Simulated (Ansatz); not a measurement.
# Pt: do energies and stresses tell the same story?

Level of theory: DFT PBEsol, scalar-relativistic, plane waves, PAW (Ansatz 0.2.0).

Plane waves to 420 eV, a k mesh through Γ of 18×18×10 on the computed 2-atom cell and Gaussian smearing (0.10 eV); no spin polarisation.

Relaxed cell: P6_3/mmc, a = 2.725 Å, b = 2.725 Å, c = 4.707 Å, α = 90.00°, β = 90.00°, γ = 120.00°, 2 atoms in the primitive cell. This form isn't the element's structure at ambient conditions.

Energies at zero smearing and pressures from the stress tensor, at volumes with shape and atoms relaxed:
```csv
V (Å³/atom),E − E(first) (meV/atom),P (GPa)
13.320,0.00,50.34
13.774,-118.57,33.98
14.228,-194.91,20.44
14.682,-236.31,9.24
15.136,-248.85,0.00
15.590,-237.63,-7.59
16.044,-206.85,-13.83
16.650,-141.51,-20.38
```

Check P = −dE/dV between neighbouring volumes, and get the bulk modulus from the pressures alone.

With 1 eV/Å³ = 160.2 GPa:
```
middle V (Å³/atom)  −ΔE/ΔV (GPa) mean P (GPa)
            13.547        41.837        42.157
            14.001        26.935        27.205
            14.455        14.607        14.838
            14.909         4.426         4.621
            15.363        -3.962        -3.794
            15.817       -10.860       -10.709
            16.347       -17.289       -17.103
```

The two differ by 0.32 GPa at most. The mean of two end pressures misses the average over a step by about ΔV² P″/12, up to 0.25 GPa here; with that taken off 0.07 GPa remains. The stress is the derivative of the free energy, not of the energy at zero smearing, and with free energies 0.01 GPa remains. Around V = 15.136 Å³/atom, the two neighbours give B = −V ΔP/ΔV = 15.136 × 16.83 / 0.908 = 280.5 GPa, against B0 = 278.4 GPa from the Birch–Murnaghan fit of the energies.

Spin–orbit coupling is left out, which can shift energies with elements as heavy as these.